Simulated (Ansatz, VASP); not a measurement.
# AlCu3 in VASP and in Ansatz

```
Cu Al
1.0
     0.00000    2.94465    2.94465
     2.94465    0.00000    2.94465
     2.94465    2.94465    0.00000
Cu Al
3 1
Direct
  0.75000 0.75000 0.75000
  0.25000 0.25000 0.25000
  0.50000 0.50000 0.50000
  0.00000 0.00000 0.00000
```

Change from the starting cell: volume scaled by 1.06.

Alike in both runs: task single point; functional PBEsol; k mesh 8 × 8 × 8; occupations fermi-dirac, width 0.05 eV; no spin polarisation.

```csv
,VASP,Ansatz
version,VASP 6.6.1,Ansatz 0.2.0
potentials or method,"VASP PAW PBE potentials, release 64 (Cu, Al)",Ansatz PAW
plane-wave cutoff (eV),520,420
valence electrons in the cell,36,60
```

```csv
,VASP,Ansatz,Ansatz less VASP
gap on the k mesh at the Fermi level (eV),none,none,-
pressure (GPa),-7.8,-8.3,-0.51
```

A gap of «none» marks a metal or a gap that the smearing closes. With one functional, cell and mesh, what is left measures potentials, basis and numerics. The two sets of potentials don't hold the same shells in valence.

Caveats: the PAW data sets were made with another functional, which shifts forces and pressure a little (VASP); the PAW data sets come from PBE, with cores solved anew for the run's functional, which leaves a small shift of forces and pressure (Ansatz).
